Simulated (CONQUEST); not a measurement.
## Pt in CONQUEST: convergence with k mesh

Input of the first run (k mesh 2 × 2 × 1); the others differ in this setting and in those tied to it:

Contents of Conquest_input:

```
IO.Title Pt
IO.Coordinates coords.dat
IO.FractionalAtomicCoords T
IO.Iprint 2
IO.Iprint_init 1
General.NumberOfSpecies 1
General.PseudopotentialType hamann
AtomMove.TypeOfRun static
AtomMove.FullStress T
Grid.GridCutoff 120
DM.SolutionMethod diagon
Diag.MPMesh T
Diag.GammaCentred T
Diag.MPMeshX 2
Diag.MPMeshY 2
Diag.MPMeshZ 1
Diag.kT 0.00183747
minE.SCTolerance 1e-6
SC.MaxIters 100
IO.AtomChargeOutput T
%block ChemicalSpeciesLabel
1 195.080 Pt
%endblock
```

File coords.dat:

```
    5.2404588045     0.0000000000     0.0000000000
    0.0000000000     5.2404588045     0.0000000000
    0.0000000000     0.0000000000     7.4111279156
2
 -0.0008440000  -0.0162020000  -0.0014230000 1 T T T
  0.4882140000   0.5135350000   0.4842440000 1 T T T
```

Potentials or basis: PseudoDojo NC LDA, SZP, grid cutoff 120 Ha.

Run with:

```bash
$ OMP_NUM_THREADS=1 Conquest
```

The cell isn't the ideal one: atoms moved at random.

Hardware: 1 thread of Intel(R) Xeon(R) CPU @ 2.60GHz (Ice Lake), on a shared host.

Q: The values tried are 2 × 2 × 1, 2 × 2 × 2, 3 × 3 × 3, 4 × 4 × 3, 6 × 6 × 4, 7 × 7 × 5, 8 × 8 × 6, 10 × 10 × 7, 12 × 12 × 9, 14 × 14 × 10, loosest first. From which on does the energy stay within 1 meV/atom of the tightest run that finished?

A: From 12 × 12 × 9 on.

```tsv
k mesh	energy less the tightest run, at zero smearing (meV/atom)	pressure (GPa)	largest force (eV/Å)	SCF cycles	CPU time (s)	peak memory (GiB)
2 × 2 × 1	1635.79	45.39	1.266	7	16	0.37
2 × 2 × 2	1540.61	20.75	1.446	9	16	0.37
3 × 3 × 3	19.68	3.52	1.122	7	16	0.37
4 × 4 × 3	-106.38	3.36	1.266	7	17	0.37
6 × 6 × 4	-16.88	3.28	1.149	7	22	0.37
7 × 7 × 5	9.98	4.35	1.095	7	24	0.37
8 × 8 × 6	15.73	4.19	1.095	7	35	0.37
10 × 10 × 7	6.07	4.11	1.106	7	47	0.37
12 × 12 × 9	0.34	4.13	1.099	7	75	0.37
14 × 14 × 10	0.00	4.03	1.118	7	110	0.37
```

Not settled before the last step: the pressure (to 0.1 GPa), the largest force (to 0.005 eV/Å). Meshes of other sizes hit other points, so gaps and Fermi surfaces needn't settle smoothly. The tightest run that finished is the yardstick and may itself not be fully converged.

Caveat, for the tightest run too: the atomic basis is small; the basis of atomic orbitals isn't converged, which shifts pressures, moduli and gaps. Spin-orbit coupling is left out, which matters for the levels of Pt.
